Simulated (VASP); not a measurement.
Input of a VASP 6.6.1 run:

File INCAR:

```
ALGO = Normal
EDIFF = 1E-6
EDIFFG = -0.01
ENCUT = 600
GGA = PS
IBRION = 2
ISIF = 3
ISMEAR = -1
ISPIN = 2
IVDW = 13
LASPH = True
LCHARG = False
LMAXMIX = 6
LORBIT = 11
LREAL = False
LWAVE = False
MAGMOM = 7 7 0 0 0
NELM = 150
NSW = 40
PREC = Accurate
SIGMA = 0.05
```

The input KPOINTS:

```
k-points
0
Gamma
  6 6 4
```

The input POSCAR:

```
Eu2O3
1.0
    3.7882997899      0.0000000000      0.0000000000
   -1.8941498949      3.2807638552      0.0000000000
    0.0000000000      0.0000000000      5.8208371100
Eu O
2 3
Direct
    0.3333333333      0.6666666667      0.2424440900
    0.6666666667      0.3333333333      0.7575559100
    0.3333333333      0.6666666667      0.6511035700
    0.6666666667      0.3333333333      0.3488964300
    0.0000000000      0.0000000000      0.0000000000
```

Potentials or basis: VASP PAW PBE potentials, release 64 (Eu, O).

Command:

```console
$ cat potpaw_PBE.64/Eu/POTCAR potpaw_PBE.64/O/POTCAR > POTCAR
$ mpirun -np 1 vasp_std > vasp.out
```

Problem. What does it give for the dispersion energy per atom?

Solution. -0.141 eV.

Problem. What does it give for the space group after relaxing (to 0.05 Å)?

Solution. P-3m1 (No. 164).

Stress tensor (GPa, compression positive):
```
-0.05  0.00  0.00
 0.00 -0.05  0.00
 0.00  0.00  0.03
```

Caveat: the PAW data sets were made with another functional, which shifts forces and pressure a little; pairwise dispersion overbinds metals, which lowers pressure and volume. The state reached can hang on the start; a lower one may exist.
